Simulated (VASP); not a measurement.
Write the native input for VASP 6.6.1 that does the following.

| Item | Value |
| --- | --- |
| Task | relaxation of cell and atoms |
| Functional | PBEsol |
| Potentials or basis | VASP PAW PBE potentials, release 64 (Ga_d, P) |
| Cutoff | 600 eV |
| k mesh | 8 × 8 × 8 |
| Occupations | gaussian, width 0.03 eV |
| Spin | no spin polarisation |
| Further INCAR settings | ALGO = Normal; EDIFF = 1e-06; IBRION = 2; EDIFFG = -0.01; NSW = 90; ISIF = 3 |

The structure of GaP lies in POSCAR:

```
GaP
1.0
    0.0000000000      2.7252500000      2.7252500000
    2.7252500000      0.0000000000      2.7252500000
    2.7252500000      2.7252500000      0.0000000000
Ga P
1 1
Direct
    0.0000000000      0.0000000000      0.0000000000
    0.2500000000      0.2500000000      0.2500000000
```

One way to write it, as run:

INCAR

```
SYSTEM = GaP
PREC = Accurate
ENCUT = 600
EDIFF = 1E-6
ISMEAR = 0
SIGMA = 0.03
LREAL = .FALSE.
LASPH = .TRUE.
NELM = 80
ALGO = Normal
ISIF = 3
LWAVE = .FALSE.
LCHARG = .FALSE.
GGA = PS
IBRION = 2
NSW = 90
EDIFFG = -0.01
```

KPOINTS

```
regular mesh
0
G
  8 8 8
  0 0 0
```

Potentials or basis: VASP PAW PBE potentials, release 64 (Ga_d, P).

Run with:

```sh
$ cat potpaw_PBE.64/Ga_d/POTCAR potpaw_PBE.64/P/POTCAR > POTCAR
$ mpirun -np 1 vasp_std > vasp.out
```

Results of the run:

```
Relaxed volume                         : 20.09 Å³/atom
Relaxed cell                           : a = 3.844 Å, b = 3.844 Å, c = 3.844 Å, α = 60.00°, β = 60.00°, γ = 60.00°
Space group after relaxing (to 0.05 Å) : F-43m (No. 216)
Energy gained by relaxing              : 0.3 meV/atom
Ionic steps                            : 3
Pressure after relaxing                : 0.0 GPa
Band gap on the k mesh                 : 1.50 eV, indirect (least direct gap 1.81 eV)
```

Caveat: the PAW data sets were made with another functional, which shifts forces and pressure a little.

Wall time 26 s on 1 thread of Intel(R) Xeon(R) Platinum 8259CL CPU @ 2.50GHz (Skylake/Cascade Lake), on a shared host, peak memory 0.19 GiB.
